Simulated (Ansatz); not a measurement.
# CaS (Oldhamite): how the settings move a single-point run

Question: which choices in the input matter for CaS (Oldhamite)?

Program: Ansatz 0.2.0. Level of theory: reference: DFT, LDA, PAW with Ansatz's default frozen-core files, scalar-relativistic. These are calculated values, not measurements.

### Step 1. The starting structure

It takes space group Fm-3m (No. 225, cubic). The conventional cell has a = 5.564 Å, b = 5.564 Å, c = 5.564 Å, α = 90.00°, β = 90.00°, γ = 90.00°. Ca (site symmetry m-3m) has 6 S at 2.78 Å as nearest neighbours. S (site symmetry m-3m) has 6 Ca at 2.78 Å as nearest neighbours.

Structure file:

```xyz
2
Lattice="0.0000 2.7822 2.7822 2.7822 0.0000 2.7822 2.7822 2.7822 0.0000" Properties=species:S:1:pos:R:3 pbc="T T T"
Ca    0.0000    0.0000    0.0000
S     2.7822    2.7822    2.7822
```

### Step 2. Baseline

Contents of input.yaml:

```yaml
crystal:
  lattice:
    - [0.0, 2.7822229663, 2.7822229663]
    - [2.7822229663, 0.0, 2.7822229663]
    - [2.7822229663, 2.7822229663, 0.0]
  atoms:
    - { symbol: Ca, position: [0.0, 0.0, 0.0] }
    - { symbol: S, position: [0.5, 0.5, 0.5] }
kpoints:
  mp_grid: { grid: [9, 9, 9] }
scf:
  occupations: { method: fermi_dirac, width: 0.02 }
hamiltonian:
  xc: lda
  pseudopotentials: { kind: paw }
output:
  forces: true
  stress: true
  eigenvalues: true
  populations: true
  write_density: true
  write_potential: true
  elf: true
  volumetric_format: npy
```

The run is started by

```console
> ansatz run input.yaml --threads 1 --pin off --max-ram 2048MiB --backend cpu --events-out ev --progress --plain --runs-dir out
```

### Step 3. Changed: occupations.method tetrahedron_uncorrected, chi_scale 0.0, width left out

input.yaml: that of step 2 with these lines changed.

```diff
@@ -11,3 +11,4 @@
 scf:
-  occupations: { method: fermi_dirac, width: 0.02 }
+  occupations: { method: tetrahedron_uncorrected }
+  initial_density: { chi_scale: 0.0 }
 hamiltonian:
```

Before running it: what results should come out? Wanted: for each run, ending; energy change; pressure; gap; force.

**Answer**, as computed:

| run | ending | energy change | pressure (GPa) | gap (eV) | force (eV/Å) | cycles | time |
| --- | --- | --- | --- | --- | --- | --- | --- |
| reference | converged | 0 | 0.0 | 2.02 | 0.00 | 6 | 1.7 s |
| 1: occupations.method tetrahedron_uncorrected, chi_scale 0.0, width left out | converged | 0.0 meV/atom (σ→0) | 0.0 | 2.02 | 0.00 | 7 | 1.5 s |

Residual by cycle in the longest SCF loop of each run; runs are numbered as in the table. The quantity is the density residual dr2, in eV.

| cycle | reference | run 1 |
| --- | --- | --- |
| 1 | 0.014 | 0.825 |
| 2 | 0.00137 | 0.0828 |
| 3 | 2.4e-4 | 0.0136 |
| 4 | 6.4e-6 | 9.2e-4 |
| 5 | 4.8e-8 | 1.3e-5 |
| 6 | 4.2e-9 | 1.4e-7 |
| 7 | - | 1.8e-9 |

What this shows: The changed input (smearing and start) leaves the energy the same to the digits printed. Cost: 7 SCF cycles against 6.

These are semilocal Kohn-Sham gaps, which aren't the measured quantity. Such gaps usually fall short of the measured ones.
